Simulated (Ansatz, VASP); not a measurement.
**Be in VASP and in Ansatz**

```
Be
1.0
    -1.10719    1.10719    1.68443
     1.10719   -1.10719    1.68443
     1.10719    1.10719   -1.68443
Be
1
Direct
  0.00000 0.00000 0.00000
```

Alike in both runs: task relaxation of cell and atoms; functional PBE; k mesh 10 × 10 × 10; occupations gaussian, width 0.1 eV; no spin polarisation.

|  | VASP | Ansatz |
| --- | --- | --- |
| version | VASP 6.6.1 | Ansatz 0.2.0 |
| potentials or method | VASP PAW PBE potentials, release 64 (Be) | scalar-relativistic, plane waves, PAW |
| plane-wave cutoff (eV) | 600 | 420 |
| valence electrons in the cell | 2 | 2 |

|  | VASP | Ansatz | Ansatz less VASP |
| --- | --- | --- | --- |
| relaxed volume (Å³/atom) | 7.86 | 7.87 | +0.010 |
| relaxed cell length with the largest relative difference (Å) | 2.249 | 2.232 | -0.0171 |
| energy change over the relaxation (meV/atom) | -11 | -14 | -2.6 |

Caveats: the k mesh is coarse (spacing up to 0.40 Å⁻¹), so the values aren't converged.
